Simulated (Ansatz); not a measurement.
## A family in space group P6_3/mmc

The calculation used DFT, PBE, all-electron LAPW, scalar-relativistic in Ansatz 0.2.0.

All cells have space group P6_3/mmc and are held fixed (conventional cell and sites). Prototypes and MP cells are computed structures that needn't be known or stable phases of these compounds. Gaps are the smallest over the k mesh and a high-symmetry path; Bader charges come from PAW runs of the same cells. Open d or f shells run without spin or U come out metallic where the real compound may not be. Semilocal functionals give too small gaps and can close them; gaps under 0.4 eV may also close off the mesh. Rows with a moment start ferromagnetic; other orders may lie lower, and can open a gap.

No spin–orbit coupling, which matters for the heavy atoms here.

Cr: a = 2.49 Å, b = 2.49 Å, c = 4.46 Å, α = 90.00°, β = 90.00°, γ = 120.00°; Cr 2c (0.333 0.667 0.250); 17×17×9 mesh, smearing 0.05 eV, hcp type, relaxed by us
Sr: a = 4.31 Å, b = 4.31 Å, c = 7.05 Å, α = 90.00°, β = 90.00°, γ = 120.00°; Sr 2c (0.333 0.667 0.250); 10×10×5 mesh, smearing 0.08 eV, COD 1540836, reported
Bi: a = 4.54 Å, b = 4.54 Å, c = 11.83 Å, α = 90.00°, β = 90.00°, γ = 120.00°; Bi 2c (0.333 0.667 0.250); 9×9×3 mesh, smearing 0.03 eV, COD 9011614, reported
Cl: a = 3.67 Å, b = 3.67 Å, c = 3.92 Å, α = 90.00°, β = 90.00°, γ = 120.00°; Cl 2c (0.333 0.667 0.250); 19×19×10 mesh, smearing 0.03 eV, hcp type, relaxed by us
F: a = 2.90 Å, b = 2.90 Å, c = 2.92 Å, α = 90.00°, β = 90.00°, γ = 120.00°; F 2c (0.333 0.667 0.250); 19×19×10 mesh, smearing 0.08 eV, hcp type, relaxed by us
I: a = 4.28 Å, b = 4.28 Å, c = 4.88 Å, α = 90.00°, β = 90.00°, γ = 120.00°; I 2c (0.333 0.667 0.250); 15×15×8 mesh, smearing 0.05 eV, hcp type, relaxed by us

```json
{"compound": "Sr", "P (GPa)": "-0.3", "gap (eV)": "none", "cell moment (μB)": "unpolarised run"}
{"compound": "Bi", "P (GPa)": "-3.3", "gap (eV)": "none", "cell moment (μB)": "unpolarised run"}
{"compound": "Cl", "P (GPa)": "0.0", "gap (eV)": "none", "cell moment (μB)": "unpolarised run"}
{"compound": "F", "P (GPa)": "0.0", "gap (eV)": "none", "cell moment (μB)": "unpolarised run"}
{"compound": "I", "P (GPa)": "0.0", "gap (eV)": "none", "cell moment (μB)": "unpolarised run"}
```

Task: Predict the row of Cr (its pressure aside) (spin-polarised from parallel starts).

Result: Gap (eV): none, cell moment (μB): 0.0.
